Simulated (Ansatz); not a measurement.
# HfSi: do energies and stresses tell the same story?

All numbers below come from Ansatz 0.2.0, DFT PBEsol, scalar-relativistic, plane waves, PAW.

Cutoff 420 eV; k points 6×10×8 on the computed 8-atom cell (Γ-centred); Gaussian smearing, width 0.10 eV; no spin polarisation.

Relaxed cell: Pnma, a = 6.822 Å, b = 3.760 Å, c = 5.202 Å, α = 90.00°, β = 90.00°, γ = 90.00°, 8 atoms in the primitive cell. Whether it is the stable form of this composition wasn't checked.

Energies at zero smearing and pressures from the stress tensor, at volumes with shape and atoms relaxed:
```tsv
V (Å³/atom)	E − E(first) (meV/atom)	P (GPa)
14.675	0.00	26.39
15.176	-69.28	18.20
15.676	-114.82	11.17
16.176	-140.04	5.15
16.677	-147.82	-0.01
17.177	-140.68	-4.43
17.677	-120.74	-8.22
18.344	-77.44	-12.42
```

**Question.** Check P = −dE/dV between neighbouring volumes, and get the bulk modulus from the pressures alone.

**Answer.** With 1 eV/Å³ = 160.2 GPa:
| middle V (Å³/atom) | −ΔE/ΔV (GPa) | mean P (GPa) |
| --- | --- | --- |
| 14.925 | 22.185 | 22.296 |
| 15.426 | 14.586 | 14.686 |
| 15.926 | 8.074 | 8.163 |
| 16.426 | 2.493 | 2.571 |
| 16.927 | -2.289 | -2.221 |
| 17.427 | -6.383 | -6.325 |
| 18.011 | -10.400 | -10.319 |

The two differ by 0.11 GPa at most. The mean of two end pressures misses the average over a step by about ΔV² P″/12, up to 0.10 GPa here; with that taken off 0.01 GPa remains. Around V = 16.677 Å³/atom, the two neighbours give B = −V ΔP/ΔV = 16.677 × 9.58 / 1.001 = 159.7 GPa, against B0 = 158.9 GPa from the Birch–Murnaghan fit of the energies.

Spin–orbit coupling is left out, which can shift energies with elements as heavy as these.

Energies and stresses describe the same equation of state: the small mismatch between them is mostly the price of averaging a curved P(V) over finite steps. It shrinks on expansion as that curvature fades, and the last row breaks the sequence because its volume step is longer. The small remainder leaves little room for a spurious basis-set stress.

The curvature itself is ordinary anharmonicity. On compression, Pauli repulsion and the kinetic energy of the electrons rise faster than the gain from Hf d–Si p and metallic bonding, so the crystal stiffens; on expansion the restoring force weakens. The same effect probably explains why the pressures give 159.7 GPa and the fit 158.9 GPa: a centred difference across a slope that steepens ever faster towards small volumes slightly overestimates the local stiffness. The two moduli therefore don't indicate a real conflict between energy and stress. Their agreement shows internal consistency, not the accuracy of the functional, whose error would enter both routes alike.
